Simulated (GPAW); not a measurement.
Input of a GPAW 26.7.0 run:

run.py

```python
import numpy as np
from ase import Atoms
from ase.dft.bandgap import bandgap
from ase.io import write
from ase.units import GPa
from gpaw import GPAW, PW
from gpaw.spinorbit import soc_eigenstates

atoms = Atoms(['Ge', 'Ge'],
              cell=[[0.0, 2.82891, 2.82891],
                    [2.82891, 0.0, 2.82891],
                    [2.82891, 2.82891, 0.0]],
              scaled_positions=[[0.75, 0.75, 0.75],
                                [0.5, 0.5, 0.5]],
              pbc=True)

calc = GPAW(mode=PW(600),
            xc='PBE',
            kpts={'size': (6, 6, 6), 'gamma': True},
            occupations={'name': 'fermi-dirac', 'width': 0.05},
            nbands=11,
            convergence={'density': 1e-05, 'energy': 1e-05},
            maxiter=150,
            txt='gpaw.txt')
atoms.calc = calc
energy = atoms.get_potential_energy()
forces = atoms.get_forces()
stress = atoms.get_stress()
calc.write('gs.gpw')
write('result.traj', atoms)
print(f'Energy: {energy:.6f} eV')
print('Forces (eV/A):')
print(forces.round(4))
print('Stress (GPa):', (stress / GPa).round(3))
print('Fermi level:', round(calc.get_fermi_level(), 4), 'eV')
print(f'Gap: {bandgap(calc)[0]:.4f} eV, direct: {bandgap(calc, direct=True)[0]:.4f} eV')

path = atoms.cell.bandpath('GXWKGLUWLK,UX', npoints=60, eps=1e-4)
bs_calc = calc.fixed_density(kpts=path, symmetry='off', nbands=21,
                             convergence={'bands': 'CBM+6.0', 'eigenstates': 1e-6}, txt='bands.txt')
bs = bs_calc.band_structure()
bs.write('bs.json')
print(f'Gap on the path: {bandgap(bs_calc)[0]:.4f} eV')

soc = soc_eigenstates(bs_calc, theta=90, phi=45)
np.savetxt('soc_bands.dat', soc.eigenvalues(), fmt='%.4f')
mesh = soc_eigenstates('gs.gpw', theta=90, phi=45)
np.savetxt('soc_mesh.dat', mesh.eigenvalues(), fmt='%.4f')
print('Fermi level with spin-orbit coupling:', round(mesh.fermi_level, 4), 'eV')
```

Potentials or basis: GPAW PAW data sets (gpaw-data 1.2.1), pw.

Launch:

```console
$ OMP_NUM_THREADS=1 python run.py
```

Task: What does it give for the band gap along the path?

Result: None (metal or under the smearing width).

Task: Estimate the pressure.

Result: 3.9 GPa.

Levels at the corners of the path, in eV from the Fermi level:
| point | band 5 | band 6 | band 7 | band 8 | band 9 | band 10 | band 11 | band 12 |
| --- | --- | --- | --- | --- | --- | --- | --- | --- |
| Γ | -0.01 | -0.01 | 0.00 | 0.00 | 0.00 | 0.00 | 2.31 | 2.31 |
| X | -3.18 | -3.18 | -3.18 | -3.18 | 0.64 | 0.64 | 0.64 | 0.64 |
| W | -4.05 | -4.05 | -3.97 | -3.97 | 4.17 | 4.17 | 4.31 | 4.31 |
| K | -4.44 | -4.44 | -2.74 | -2.74 | 1.05 | 1.05 | 4.00 | 4.00 |
| Γ | -0.01 | -0.01 | 0.00 | 0.00 | 0.00 | 0.00 | 2.31 | 2.31 |
| L | -1.60 | -1.60 | -1.41 | -1.41 | 0.10 | 0.10 | 3.59 | 3.59 |
| U | -4.44 | -4.44 | -2.74 | -2.74 | 1.05 | 1.05 | 4.00 | 4.00 |
| W | -4.05 | -4.05 | -3.97 | -3.97 | 4.17 | 4.17 | 4.31 | 4.31 |
| L | -1.60 | -1.60 | -1.41 | -1.41 | 0.10 | 0.10 | 3.59 | 3.59 |
| K | -4.44 | -4.44 | -2.74 | -2.74 | 1.05 | 1.05 | 4.00 | 4.00 |
| U | -4.44 | -4.44 | -2.74 | -2.74 | 1.05 | 1.05 | 4.00 | 4.00 |
| X | -3.18 | -3.18 | -3.18 | -3.18 | 0.64 | 0.64 | 0.64 | 0.64 |

Caveat: spin-orbit coupling was added after a scalar SCF, so levels and gaps hold it while energy, forces, pressure and moments don't; this program's spin-orbit splittings come out too wide for heavy elements; this crystal is a semiconductor, whose small gap the functional closes, so the metal is an error of the method.

**Experimental background.**

From “Temperature-dependent photoluminescence in Ge: experiment and theory”, 2020, arxiv:2003.00143, for a bulk crystal of Ge at 0 K: band gap 0.744 eV (indirect).

Against the measured gap of Ge, 0.744 eV (indirect; 0 K; “Temperature-dependent photoluminescence in Ge: experiment and theory”, 2020, arxiv:2003.00143), the calculated 0.00 eV is off by -0.74 eV. 3 values of this kind are on record (0.666 to 0.807 eV); this one was drawn at random among those near their median. The value is that of PBE, without temperature or zero-point motion. Semilocal functionals fall short of measured gaps as a rule.
